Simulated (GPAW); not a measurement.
The system is MnO.

```
Mn O
1.0
     0.00000    2.22391    2.22391
     2.22391    0.00000    2.22391
     2.22391    2.22391    0.00000
Mn O
1 1
Direct
  0.00000 0.00000 0.00000
  0.50000 0.50000 0.50000
```

The cell is a database's computed one.

* Program: GPAW 26.7.0
* Task: relaxation of cell and atoms
* Functional: PBEsol
* Potentials or basis: PAW data sets generated in the run's folder for this functional
* Cutoff: 800 eV
* Basis: pw
* k mesh: 9 × 9 × 9
* Occupations: fermi-dirac, width 0.05 eV
* Spin: collinear spin, ferromagnetic start
* Starting moments: [4.0, 0.0] μB

At the start: pressure -6.3 GPa; volume 11.00 Å³/atom.

Q: How do energy, volume and symmetry change on relaxing?

A: Over 4 steps the energy falls by 10.2 meV/atom and the volume is 10.47 Å³/atom (-4.8 %); space group Fm-3m (No. 225, to 0.05 Å); moment 4.60 μB per cell.

Step by step:
```csv
step,energy change (eV),largest force (eV/Å),pressure (GPa),volume (Å³)
1,0.0000,0.0000,-6.28,22.00
2,-0.0070,0.0000,-5.29,21.80
3,-0.0198,0.0000,0.86,20.80
4,-0.0204,0.0000,-0.06,20.93
```

Final structure:
```xyz
2
Lattice="0.0000 2.1874 2.1874 2.1874 0.0000 2.1874 2.1874 2.1874 0.0000" Properties=species:S:1:pos:R:3 pbc="T T T"
Mn    0.0000    0.0000    0.0000
O     2.1874    2.1874    2.1874
```

Caveat: each step starts from the last one's moments, so a moment once lost doesn't come back; later steps reuse the first step's grids; a cell with one magnetic atom can't hold antiferromagnetic order, which such compounds often take.
